Spin-unpolarised plane-wave DFT calculations with Ansatz 0.2.0 for layered BN (P6_3/mmc, 4 atoms per cell), using PAW potentials and a 9×9×4 k mesh. Every row uses the same cell and atomic positions, taken from r2SCAN-rVV10, with the sheets in the xy plane. Pressure and stress are positive in compression.

| functional | wave cutoff | pressure (GPa) | stress xx (GPa) | stress yy (GPa) | stress zz (GPa) |
| --- | --- | --- | --- | --- | --- |
| DDH-PBE0 | 420 eV | -0.400 | -2.000 | -2.000 | 2.900 |
| HSE06 | 420 eV | -0.500 | -2.200 | -2.200 | 3.000 |
| LC-wPBE | 420 eV | -1.400 | -3.000 | -3.000 | 1.700 |
| PBE0 | 420 eV | -0.500 | -2.200 | -2.200 | 2.800 |
| r2SCANh | 500 eV | -0.800 | -1.900 | -1.900 | 1.600 |

The top row looks like a crystal almost at rest: with DDH-PBE0 the pressure is only -0.4 GPa. The stress columns tell another story. In the plane of the BN sheets the stress is -2.0 GPa, and along the stacking direction it is +2.9 GPa. Positive means compression, so this crystal would shrink within its sheets and push the sheets apart.

The pressure hides this because it is the mean of the three stresses. Here two negative in-plane values somewhat more than cancel one positive value along the stack. The forces on the atoms give no warning either: they vanish because the symmetry of the crystal leaves no direction in which an atom could be pushed. A cell can thus have zero forces and a small pressure and still be far from its equilibrium shape.

HSE06, in the second row, repeats the pattern, and here it is worth asking what the two stresses would do. Layered BN is very stiff within a sheet, roughly 1000 GPa against an equal stretch in both directions, and soft along the stack, roughly 30 GPa (both rough, recalled values). The in-plane stress then asks for a contraction of about 0.2 %, while the stress along the stack asks for an expansion of the order of 10 %. The second number is no forecast: so large a strain lies outside the linear law, and the stiffness is that of real BN, not of BN as HSE06 describes it, so the layers may move much further. Still, the contrast places the serious failure in the spacing of the layers.

The likely main cause lies in what holds the layers together. Within a sheet, atoms are joined by strong covalent bonds, which these functionals describe directly. Between sheets, much of the attraction is dispersion: a passing fluctuation of charge in one sheet induces a matching one in the next. The hybrids used here have no term for this at long range, whereas the cell was taken from r2SCAN-rVV10, a functional that has one. The layers therefore sit at a distance suited to an attraction that is now absent, and their repulsion is left without its counterweight. The cell is also slightly shorter along the stack than the measured crystal, so a part of the push may come from the cell itself.

The size of the lost pull can be estimated. Dispersion between two atoms falls as the sixth power of their distance; summed over a whole sheet, it falls as the fourth power of the layer spacing $d$. If $E$ is the strength of the attraction per area, its derivative gives a pull of

$$\sigma = \frac{4E}{d}.$$

The spacing is half the cell edge along the stack, 6.52 Å / 2 = 3.26 Å, and $E$ is roughly 0.02 eV/Å² (recalled). This gives 4 × 0.02 / 3.26 ≈ 0.025 eV/Å³, or about 4 GPa. The stresses along the stack run from 1.6 to 3.0 GPa, so the missing attraction has the right order of magnitude. The estimate can't do more than that, since it ignores how dispersion weakens where the electron clouds overlap, and since the recalled $E$ is closer to the net binding of the layers than to the attraction alone.

LC-wPBE, in the third row, has the largest pressure in magnitude, -1.4 GPa, and would seem the worst case. Yet its two stresses lie 4.7 GPa apart, slightly less than the 5.2 GPa of HSE06; they merely cancel less well. This functional uses full exact exchange at long range, and its layers still push apart. Exact exchange isn't dispersion, which comes from the correlated motion of electrons. Its push is 1.3 GPa weaker than in HSE06, but its in-plane stress is lower by 0.8 GPa too, so more than half of the change could be a tension common to all directions. The two stresses alone can't show whether both changes have one cause.

PBE0 brings back the numbers of HSE06 to within 0.2 GPa in each stress. Both mix in a quarter of exact exchange and differ in whether it is kept at long range; at that fraction the choice hardly matters here. DDH-PBE0 is nearly the same functional again: it differs from PBE0 only in its fraction of exact exchange, and its slightly smaller band gap in these runs points to a fraction just under a quarter. Differences of a few tenths of a GPa need caution, because the stresses were only loosely converged. The in-plane tension common to these rows fits a known habit of hybrids, which tend to shorten covalent bonds, and DDH-PBE0 leans the expected way, with an in-plane stress of -2.0 GPa against -2.2 GPa for PBE0 while the stress along the stack barely moves; a full test would need the parent functional, which the table lacks. A limited wave cutoff is also expected to add tension, roughly equal in all directions, so part of it may come from the basis. The true push along the stack would then be larger than the table shows.

In the last row, r2SCANh has a stress along the stack of 1.6 GPa, roughly half that of HSE06. Its parent functional captures some attraction at medium range, which is a plausible reason. It is also the row closest to the functional that gave the cell, lacking the rVV10 term and adding a small share of exact exchange, so its 1.6 GPa is the most direct gauge here of the pull that rVV10 supplied, well below the rough 4 GPa estimate. The higher wave cutoff of this row complicates the comparison, but a cutoff error is expected to act roughly equally in all directions. Compared with HSE06, the in-plane stress rises by 0.3 GPa while the stress along the stack falls by 1.4 GPa, so a common shift doesn't account for the change.

The same reasoning gives a test for any row. An error that acts equally in all directions moves the pressure but leaves the difference between stress zz and stress xx untouched. That difference, which contains the in-plane tension as well as the push along the stack, is about 3.5 GPa or more throughout the table, so no such correction could bring both directions to rest. For a layered crystal, then, read the separate stresses before trusting the pressure, and treat a positive value along the stack as a reason to check for missing dispersion. The decisive calculation would be one of these hybrids with a dispersion term in the same cell: if the explanation holds, the stress along the stack should drop by a few GPa and come close to zero or below. The in-plane tension is expected to grow as well, since such a term also pulls within a sheet, by an amount that depends on how it is damped at short range.
